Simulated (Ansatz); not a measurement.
Cu2O (started from an entry of an open crystallographic database), relaxed with r2SCAN in Ansatz 0.2.0: the symmetry is Pn-3m (No. 224, cubic); a = 4.246 Å in the conventional setting, 12.76 Å³ an atom. Cu has 2 O at 1.84 Å; O has 4 Cu at 1.84 Å. The primitive cell holds 6 atoms in 76.55 Å³. Calculated for a static, non-magnetic cell.

Computed values: PBE gives a gap of 0.56 eV and PBE0 (25 % exact exchange) 2.79 eV; one over PBE's mean ε∞ is 0.108. HSE06 (4×4×4) gives a least gap of 2.03 eV, direct. r2SCAN's ε∞ is 8.31.

**What is the density?** The cell holds 4 Cu, 2 O: M = 4×63.546 + 2×15.999 = 286.18 u in V = 76.55 Å³. ρ = 1.66054 × M/V = 1.66054 × 286.18/76.55 = 6.208 g/cm³, for the static r2SCAN lattice.

**Taking the gap as linear in the share of unscreened exchange, estimate the gap of the hybrid whose share is 1/ε∞.** The slope is (2.79 − 0.56)/0.25 = 8.92 eV per unit share, so E_g ≈ 0.56 + 8.92 × 0.108 = 1.52 eV. The run with that share gives 1.49 eV (4×4×4 mesh), -0.03 eV from the straight line.

**At what wavelength does absorption set in by HSE06, excitons left aside?** λ = 1239.84 eV nm/E: 611 nm for the least gap. The direct edge lies in the visible range.

**What refractive index and reflectivity at normal incidence follow, below the gap and above the phonons?** n = √8.31 = 2.883; R = ((n − 1)/(n + 1))² = (1.883/3.883)² = 23.5 % a face.

The meshes of the hybrids are coarse, so their gaps aren't converged to the digits shown.
